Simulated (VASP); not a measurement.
# CdO (Monteponite) (Fm-3m) in VASP: further runs

The runs below take CdO (Monteponite) through relaxation of cell and atoms, with PBEsol.

Program: VASP 6.6.1. These are calculated values, not measurements. Logs are shortened: lines on timing, memory, paths and dates and some standing lists are left out, and cuts for length are marked.

### 1 The structure

The structure is cubic, space group Fm-3m (No. 225). The conventional cell has a = 4.705 Å, b = 4.705 Å, c = 4.705 Å, α = 90.00°, β = 90.00°, γ = 90.00°. Cd (site symmetry m-3m) has 6 O at 2.35 Å as nearest neighbours. Around O (site symmetry m-3m) lie 6 Cd at 2.35 Å.

### 2 Relaxation of cell and atoms, PBEsol

INCAR reads:

```
SYSTEM = CdO
  ALGO = Normal
  EDIFF = 1E-7
  EDIFFG = -0.005
  ENCUT = 600
  GGA = PS
  IBRION = 2
  ISIF = 3
  ISMEAR = 0
  KPAR = 4
  LASPH = .TRUE.
  LCHARG = .FALSE.
  LREAL = .FALSE.
  LWAVE = .FALSE.
  NELM = 80
  NSW = 90
  PREC = Accurate
  SIGMA = 0.03
```

KPOINTS reads:

```
k-points
0
G
  12 12 12
  0 0 0
```

POSCAR reads:

```
CdO                                     
1.0
   -0.0000000000      2.3523961157      2.3523961157
    2.3523961157     -0.0000000000      2.3523961157
    2.3523961157      2.3523961157      0.0000000000
  Cd              O             
     1     1
Direct
     0.0000000000000000    0.0000000000000000    0.0000000000000000
     0.5000000000000000    0.5000000000000000    0.5000000000000000
```

Potentials or basis: VASP PAW PBE potentials, release 64 (Cd, O).

Launch:

```bash
> cat potpaw_PBE.64/Cd/POTCAR potpaw_PBE.64/O/POTCAR > POTCAR
> mpirun -np 4 vasp_std > vasp.out
```

OUTCAR:

```text
SYSTEM = CdO
   EDIFF = 1E-7
   EDIFFG = -0.005
   ENCUT = 600
   GGA = PS
   IBRION = 2
   ISIF = 3
   ISMEAR = 0
   LASPH = .TRUE.
   LREAL = .FALSE.
   NELM = 80
   NSW = 90
   PREC = Accurate

 ion  position               nearest neighbor table
   1  0.000  0.000  0.000-   2 2.35   2 2.35   2 2.35   2 2.35   2 2.35   2 2.35
   2  0.500  0.500  0.500-   1 2.35   1 2.35   1 2.35   1 2.35   1 2.35   1 2.35

  LATTYP: Found a face centered cubic cell.
 ALAT       =     4.7047922314

  Lattice vectors:

 A1 = (   0.0000000000,   2.3523961157,   2.3523961157)
 A2 = (   2.3523961157,   0.0000000000,   2.3523961157)
 A3 = (   2.3523961157,   2.3523961157,   0.0000000000)

Analysis of symmetry for initial positions (statically):
=====================================================================
 Subroutine PRICEL returns:
 Original cell was already a primitive cell.

 Routine SETGRP: Setting up the symmetry group for a
 face centered cubic supercell.

 Subroutine GETGRP returns: Found 48 space group operations
 (whereof 48 operations were pure point group operations)
 out of a pool of 48 trial point group operations.

The static configuration has the point symmetry O_h .

Analysis of symmetry for dynamics (positions and initial velocities):
=====================================================================
 Subroutine PRICEL returns:
 Original cell was already a primitive cell.

 Routine SETGRP: Setting up the symmetry group for a
 face centered cubic supercell.

 Subroutine GETGRP returns: Found 48 space group operations
 (whereof 48 operations were pure point group operations)
 out of a pool of 48 trial point group operations.

The dynamic configuration has the point symmetry O_h .

 Subroutine INISYM returns: Found 48 space group operations
 (whereof 48 operations are pure point group operations),
 and found     1 'primitive' translations

----------------------------------------------------------------------------------------

                                     Primitive cell

  volume of cell :      26.0352

  direct lattice vectors                    reciprocal lattice vectors
     0.000000000  2.352396116  2.352396116    -0.212549237  0.212549237  0.212549237
     2.352396116  0.000000000  2.352396116     0.212549237 -0.212549237  0.212549237
     2.352396116  2.352396116  0.000000000     0.212549237  0.212549237 -0.212549237

  length of vectors
     3.326790491  3.326790491  3.326790491     0.368146078  0.368146078  0.368146078

  position of ions in fractional coordinates (direct lattice)
     0.000000000  0.000000000  0.000000000
     0.500000000  0.500000000  0.500000000

  ion indices of the primitive-cell ions
   primitive index   ion index
                 1           1
                 2           2

----------------------------------------------------------------------------------------

 KPOINTS: k-points

Automatic generation of k-mesh.
 Grid dimensions read from file:
 generate k-points for:   12   12   12

 Generating k-lattice:

  Cartesian coordinates                     Fractional coordinates (reciprocal lattice)
    -0.017712436  0.017712436  0.017712436     0.083333333  0.000000000  0.000000000
     0.017712436 -0.017712436  0.017712436     0.000000000  0.083333333  0.000000000
     0.017712436  0.017712436 -0.017712436     0.000000000  0.000000000  0.083333333

  Length of vectors
     0.030678840  0.030678840  0.030678840

  Shift w.r.t. Gamma in fractional coordinates (k-lattice)
     0.000000000  0.000000000  0.000000000

 Subroutine IBZKPT returns following result:
 ===========================================

 Found     72 irreducible k-points:

 Following reciprocal coordinates:
            Coordinates               Weight
  0.000000  0.000000  0.000000      1.000000
  0.083333  0.000000  0.000000      8.000000
  0.166667  0.000000  0.000000      8.000000
  0.250000  0.000000  0.000000      8.000000
  0.333333  0.000000  0.000000      8.000000
  0.416667  0.000000  0.000000      8.000000
[... 16 lines left out ...]
  0.500000  0.166667  0.000000     24.000000
 -0.416667  0.166667  0.000000     24.000000
 [... further k-points ...]
   k-points           NKPTS =     72   k-points in BZ     NKDIM =     72   number of bands    NBANDS=     13
   number of dos      NEDOS =    301   number of ions     NIONS =      2
   total plane-waves  NPLWV =  21952
   dimension x,y,z NGX =    28 NGY =   28 NGZ =   28
   dimension x,y,z NGXF=    56 NGYF=   56 NGZF=   56
   ions per type =               1   1
   NGX,Y,Z   is equivalent  to a cutoff of  13.99, 13.99, 13.99 a.u.
   NGXF,Y,Z  is equivalent  to a cutoff of  27.98, 27.98, 27.98 a.u.
 SYSTEM =  CdO
   PREC   = accura    normal or accurate (medium, high low for compatibility)
   ISTART =      0    job   : 0-new  1-cont  2-samecut
   ICHARG =      2    charge: 1-file 2-atom 10-const
   ISPIN  =      1    spin polarized calculation?
   LNONCOLLINEAR =      F non collinear calculations
   LSORBIT =      F    spin-orbit coupling
   LASPH  =      T    aspherical Exc in radial PAW
   ENCUT  =  600.0 eV  44.10 Ry    6.64 a.u.   6.64  6.64  6.64*2*pi/ulx,y,z
   NELM   =     80;   NELMIN=  2; NELMDL= -5     # of ELM steps
   EDIFF  = 0.1E-06   stopping-criterion for ELM
   LREAL  =      F    real-space projection
   EDIFFG = -.5E-02   stopping-criterion for IOM
   NSW    =     90    number of steps for IOM
   IBRION =      2    ionic relax: 0-MD 1-quasi-New 2-CG
   NFREE  =      1    steps in history (QN), initial steepest desc. (CG)
   ISIF   =      3    stress and relaxation
   ISYM   =      2    0-nonsym 1-usesym 2-fastsym
   POTIM  = 0.5000    time-step for ionic-motion
   TEBEG  =    0.0;   TEEND  =   0.0 temperature during run
   PSTRESS=    0.0 pullay stress
   NELECT =      18.0000    total number of electrons
   NUPDOWN=      -1.0000    fix difference up-down
   EMIN   =  10.00;   EMAX   =-10.00  energy-range for DOS
   EFERMI =   0.00;   METHOD = LEGACY
   ISMEAR =     0;   SIGMA  =   0.03  broadening in eV -4-tet -1-fermi 0-gaus
   EFERMI_NEDOS =   21; number of points for ismear=-14 and -15
   IALGO  =     38    algorithm
   IMIX   =      4    mixing-type and parameters
     AMIX     =   0.40;   BMIX     =  1.00
     AMIX_MAG =   1.60;   BMIX_MAG =  1.00
  volume/ion in A,a.u.               =      13.02        87.85
  Fermi-wavevector in a.u.,A,eV,Ry     =   1.447589  2.735546 28.511190  2.095513
  Thomas-Fermi vector in A             =   2.565526
   LORBIT       =      0    0 simple, 1 ext, 2 COOP (PROOUT), +10 PAW based schemes
   GGA     = PS    functional components
   LHFCALC =     F    Hartree Fock is set to
   AEXX    =    0.0000 exact exchange contribution
   IVDW    =     0    specifies the selected vdW correction
   LEPSILON=     F    determine dielectric tensor
   LRPA    =     F    only Hartree local field effects (RPA)
 conjugate gradient relaxation of ions
 non-spin polarized calculation
 Gauss-broadening in eV      SIGMA  =   0.03
  energy-cutoff  :      600.00
  volume of cell :       26.04
 maximum number of plane-waves:       893
   NGX = 13   NGY = 13   NGZ = 13

 number of electron      18.0000002 magnetization

 Free energy of the ion-electron system (eV)
  ---------------------------------------------------
  ext. energy  EPLUGINS =         0.00000000
  ---------------------------------------------------
  free energy    TOTEN  =        -8.50572274 eV

  energy without entropy =       -8.50567702  energy(sigma->0) =       -8.50569988

 E-fermi :   1.8753     XC(G=0): -11.9422

 val. band max:        1.8491208644   @ k =   0.5000   0.0000   0.0000
 cond. band min:       2.1416358689   @ k =   0.0833   0.0000   0.0000
 fundamental gap:      0.2925150046
 Fermi energy:         1.8752541989

 k-point     1 :       0.0000    0.0000    0.0000
  band No.  band energies     occupation
      1     -15.4488      2.00000
      2      -4.8051      2.00000
      3      -4.8051      2.00000
      4      -4.8051      2.00000
      5      -4.5027      2.00000
      6      -4.5027      2.00000
      7       0.5009      2.00000
      8       0.5009      2.00000
      9       0.5009      2.00000
     10       1.3096      2.00000
     11      16.6108      0.00000
     12      18.7063      0.00000
     13      18.7063      0.00000

 k-point     2 :       0.0833    0.0000    0.0000
  band No.  band energies     occupation
      1     -15.3995      2.00000
      2      -4.8337      2.00000
      3      -4.7908      2.00000
      4      -4.7908      2.00000
      5      -4.5540      2.00000
      6      -4.5540      2.00000
      7      -0.2327      2.00000
      8       0.5995      2.00000
      9       0.5995      2.00000
     10       2.1416      0.00000
     11      15.6868      0.00000
     12      18.0932      0.00000
     13      18.0942      0.00000

 k-point     3 :       0.1667    0.0000    0.0000
  band No.  band energies     occupation
      1     -15.2617      2.00000
      2      -4.9380      2.00000
      3      -4.8427      2.00000
      4      -4.8427      2.00000
      5      -4.5909      2.00000
      6      -4.5909      2.00000
      7      -1.0687      2.00000
      8       0.8593      2.00000
      9       0.8593      2.00000
     10       3.2853      0.00000
     11      13.7965      0.00000
     12      16.8668      0.00000
     13      16.8668      0.00000
[... 305 lines left out ...]
 k-point    23 :       0.5000    0.1667    0.0000
  band No.  band energies     occupation
      1     -14.6748      2.00000
      2      -5.5022      2.00000
      3      -5.2308      2.00000
      4      -5.1798      2.00000
      5      -4.3256      2.00000
      6      -4.2150      2.00000
      7      -1.9117      2.00000
      8       0.8639      2.00000
      9       1.2960      2.00000
     10       7.1223      0.00000
     11       8.9898      0.00000
     12      12.1979      0.00000
     13      14.0831      0.00000

 k-point    24 :      -0.4167    0.1667    0.0000
  band No.  band energies     occupation
      1     -14.6527      2.00000
      2      -5.5686      2.00000
      3      -5.2731      2.00000
      4      -5.1787      2.00000
      5      -4.2707      2.00000
      6      -4.2478      2.00000
      7      -1.8792      2.00000
      8       0.6436      2.00000
      9       1.5985      2.00000
     10       7.3846      0.00000
     11       8.7356      0.00000
     12      12.0176      0.00000
     13      14.0176      0.00000

 [... further k-points ...]
[... 5 lines left out ...]
  --------------------------------------------------------------------------------------
  -------------------------------------------------------------------------------------
  Total       -0.0028344     -0.0028344     -0.0028344     -0.0000000      0.0000000      0.0000000
  in kB       -0.1744263     -0.1744263     -0.1744263     -0.0000000      0.0000000      0.0000000
  external PRESSURE =      -0.1744263 kB  Pullay stress =       0.0000000 kB

 VOLUME and BASIS-vectors are now :
 -----------------------------------------------------------------------------
  energy-cutoff  :      600.00
  volume of cell :       26.04
      direct lattice vectors                 reciprocal lattice vectors
     0.000000000  2.352396116  2.352396116    -0.212549237  0.212549237  0.212549237
     2.352396116  0.000000000  2.352396116     0.212549237 -0.212549237  0.212549237
     2.352396116  2.352396116  0.000000000     0.212549237  0.212549237 -0.212549237

 POSITION                                       TOTAL-FORCE (eV/Angst)
 -----------------------------------------------------------------------------------
      0.00000      0.00000      0.00000         0.000000      0.000000      0.000000
      2.35240      2.35240      2.35240         0.000000      0.000000     -0.000000
 -----------------------------------------------------------------------------------
    total drift:                                0.000000      0.000000      0.000000

  FREE ENERGIE OF THE ION-ELECTRON SYSTEM (eV)
  ---------------------------------------------------
  free  energy   TOTEN  =        -8.5057227369 eV

  energy  without entropy=       -8.5056770159  energy(sigma->0) =       -8.50569988

 reached required accuracy - stopping structural energy minimisation
```

Wall time 10 s (4 MPI ranks of Intel Xeon Platinum 8488C (Sapphire Rapids), shared host); peak memory 0.16 GiB.

What came out:

```
Free energy             : -8.5057 eV
Pressure after relaxing : 0.0 GPa
Band gap on the k mesh  : none (metal or under the smearing width)
```

Final structure:
```yaml
crystal:
  lattice:
    - [0.00000, 2.35240, 2.35240]
    - [2.35240, 0.00000, 2.35240]
    - [2.35240, 2.35240, 0.00000]
  atoms:
    - { symbol: Cd, position: [0.00000, 0.00000, 0.00000] }
    - { symbol: O, position: [0.50000, 0.50000, 0.50000] }
```

Levels at points of the mesh, in eV from the Fermi level:
| k point | band 5 | band 6 | band 7 | band 8 | band 9 | band 10 | band 11 | band 12 | band 13 |
| --- | --- | --- | --- | --- | --- | --- | --- | --- | --- |
| (0.00, 0.00, 0.00) | -6.38 | -6.38 | -1.37 | -1.37 | -1.37 | -0.57 | 14.74 | 16.83 | 16.83 |
| (0.50, 0.00, 0.00) | -6.12 | -6.12 | -3.85 | -0.03 | -0.03 | 4.26 | 7.19 | 11.76 | 11.76 |
| (0.50, 0.50, 0.00) | -5.98 | -5.67 | -4.42 | -2.36 | -2.36 | 3.73 | 8.40 | 11.02 | 13.17 |

Caveat: the relaxation stopped at its first step, so nothing moved; the PAW data sets were made with another functional, which shifts forces and pressure a little; this crystal is a semiconductor, whose small gap the functional closes, so the metal is an error of the method.

### 3 Relaxation of cell and atoms, PBEsol

This run uses another cell than the first one, of 12.97 Å³/atom, 0.996 times its volume.

INCAR reads:

```
SYSTEM = CdO
PREC = Accurate
ENCUT = 600
EDIFF = 1E-6
ISMEAR = 0
SIGMA = 0.03
LREAL = .False.
LASPH = .True.
NELM = 80
ALGO = Normal
ISIF = 3
LWAVE = .False.
LCHARG = .False.
GGA = PS
IBRION = 2
NSW = 90
EDIFFG = -0.01
```

KPOINTS reads:

```
regular mesh
0
Gamma
  12 12 12
  0 0 0
```

POSCAR reads:

```
CdO
1.0
    0.0000000000      2.3495000000      2.3495000000
    2.3495000000      0.0000000000      2.3495000000
    2.3495000000      2.3495000000      0.0000000000
Cd O
1 1
Direct
    0.0000000000      0.0000000000      0.0000000000
    0.5000000000      0.5000000000      0.5000000000
```

Potentials or basis: VASP PAW PBE potentials, release 64 (Cd, O).

Launch:

```bash
> cat potpaw_PBE.64/Cd/POTCAR potpaw_PBE.64/O/POTCAR > POTCAR
> mpirun -np 1 vasp_std > vasp.out
```

Run time: 70 s. Hardware: 1 thread of Intel Xeon Platinum 8375C at 2.90GHz (Ice Lake), shared host; peak memory 0.18 GiB.

The run converged. Its results:

| Quantity | Value |
| --- | --- |
| Free energy | -8.5055 eV |
| Relaxed volume | 13.02 Å³/atom |
| Relaxed cell | a = 3.327 Å, b = 3.327 Å, c = 3.327 Å, α = 60.00°, β = 60.00°, γ = 60.00° |
| Space group after relaxing (to 0.05 Å) | Fm-3m (No. 225) |
| Energy gained by relaxing | 0.1 meV/atom |
| Ionic steps | 3 |
| Pressure after relaxing | 0.0 GPa |
| Band gap on the k mesh | none (metal or under the smearing width) |

The path:
```csv
step,energy change (eV),largest force (eV/Å),pressure (GPa),volume (Å³)
1,0.0000,0.0000,0.53,25.94
2,-0.0001,0.0000,-0.36,26.10
3,-0.0002,0.0000,0.00,26.04
```

Final structure:
```yaml
crystal:
  lattice:
    - [0.00000, 2.35240, 2.35240]
    - [2.35240, 0.00000, 2.35240]
    - [2.35240, 2.35240, 0.00000]
  atoms:
    - { symbol: Cd, position: [0.00000, 0.00000, 0.00000] }
    - { symbol: O, position: [0.50000, 0.50000, 0.50000] }
```

Levels at points of the mesh, in eV from the Fermi level:
| k point | band 7 | band 8 | band 9 | band 10 | band 11 | band 12 |
| --- | --- | --- | --- | --- | --- | --- |
| (0.00, 0.00, 0.00) | -1.37 | -1.37 | -1.37 | -0.57 | 14.74 | 16.83 |
| (0.50, 0.00, 0.00) | -3.85 | -0.03 | -0.03 | 4.26 | 7.19 | 11.76 |
| (0.50, 0.50, 0.00) | -4.42 | -2.36 | -2.36 | 3.73 | 8.40 | 11.02 |

Caveat: the PAW data sets were made with another functional, which shifts forces and pressure a little; this crystal is a semiconductor, whose small gap the functional closes, so the metal is an error of the method.

### 4 Relaxation of cell and atoms, PBEsol

Changes to INCAR since step 3:

```diff
@@ -3,3 +3,3 @@
 ENCUT = 600
-EDIFF = 1E-6
+EDIFF = 1E-7
 ISMEAR = 0
@@ -16,2 +16,2 @@
 NSW = 90
-EDIFFG = -0.01
+EDIFFG = -0.005
```

KPOINTS is that of step 3.

POSCAR reads:

```
CdO                                     
1.0
    0.0000000000      2.3523961160      2.3523961160
    2.3523961160      0.0000000000      2.3523961160
    2.3523961160      2.3523961160      0.0000000000
  Cd              O             
     1     1
Direct
     0.0000000000000000    0.0000000000000000    0.0000000000000000
     0.5000000000000000    0.5000000000000000    0.5000000000000000
```

Launch:

```bash
> cat potpaw_PBE.64/Cd/POTCAR potpaw_PBE.64/O/POTCAR > POTCAR
> mpirun -np 1 vasp_std > vasp.out
```

Run time: 35 s. Hardware: 1 thread of Intel Xeon Platinum 8375C at 2.90GHz (Ice Lake), shared host; peak memory 0.17 GiB.

Results (log left out):

```
Free energy             : -8.5057 eV
Pressure after relaxing : 0.0 GPa
Band gap on the k mesh  : none (metal or under the smearing width)
```

Final structure:
```
CELL_PARAMETERS angstrom
0.00000 2.35240 2.35240
2.35240 0.00000 2.35240
2.35240 2.35240 0.00000
ATOMIC_POSITIONS crystal
Cd 0.00000 0.00000 0.00000
O 0.50000 0.50000 0.50000
```

Levels at points of the mesh, in eV from the Fermi level:
```tsv
k point	band 5	band 6	band 7	band 8	band 9	band 10	band 11	band 12	band 13
(0.00, 0.00, 0.00)	-6.38	-6.38	-1.37	-1.37	-1.37	-0.57	14.74	16.83	16.83
(0.50, 0.00, 0.00)	-6.12	-6.12	-3.85	-0.03	-0.03	4.26	7.19	11.76	11.76
(0.50, 0.50, 0.00)	-5.98	-5.67	-4.42	-2.36	-2.36	3.73	8.40	11.02	13.17
```

Caveat: the relaxation stopped at its first step, so nothing moved; the PAW data sets were made with another functional, which shifts forces and pressure a little; this crystal is a semiconductor, whose small gap the functional closes, so the metal is an error of the method.
